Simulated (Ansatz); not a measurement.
CdSe:

```
CELL_PARAMETERS angstrom
0.00000 3.07027 3.07027
3.07027 0.00000 3.07027
3.07027 3.07027 0.00000
ATOMIC_POSITIONS crystal
Cd 0.00000 0.00000 0.00000
Se 0.25000 0.25000 0.25000
```

Measurements of this composition are mostly on another form, of space group No. 186.

```yaml
Program: Ansatz 0.2.0
Task: relaxation of cell and atoms
Functional: rPW86-PBE
Dispersion: rVV10
Potentials_or_basis: Ansatz PAW
Cutoff: "420 eV (not typed: the program's choice for these potentials)"
k_mesh: 8 × 8 × 8
Occupations: fermi-dirac, width 0.05 eV
Spin: no spin polarisation
```

At the start: volume 28.94 Å³/atom.

**Question.** Where does the relaxation end?

**Answer.** It ends after 4 steps and the volume is 29.91 Å³/atom (+3.3 %); space group F-43m (No. 216, to 0.05 Å).

The path:
| step | energy change (eV) | largest force (eV/Å) | volume (Å³) |
| --- | --- | --- | --- |
| 1 | 0.0000 | 0.0000 | 57.88 |
| 2 | -0.0071 | 0.0000 | 60.40 |
| 3 | -0.0083 | 0.0000 | 59.81 |
| 4 | -0.0092 | 0.0000 | 59.81 |

Final structure:
```cif
data_structure
_symmetry_space_group_name_H-M 'P 1'
_symmetry_Int_Tables_number 1
_cell_length_a 4.3897
_cell_length_b 4.3897
_cell_length_c 4.3897
_cell_angle_alpha 60.000
_cell_angle_beta 60.000
_cell_angle_gamma 60.000
_cell_volume 59.81
loop_
_atom_site_label
_atom_site_type_symbol
_atom_site_fract_x
_atom_site_fract_y
_atom_site_fract_z
_atom_site_occupancy
Cd1 Cd 0.00000 0.00000 0.00000 1
Se1 Se 0.25000 0.25000 0.25000 1
```

Caveat: the plane-wave basis is chosen anew once the cell has moved, so the energies of steps on either side of that aren't comparable; the PAW data sets come from PBE, with cores solved anew for the run's functional, which leaves a small shift of forces and pressure.
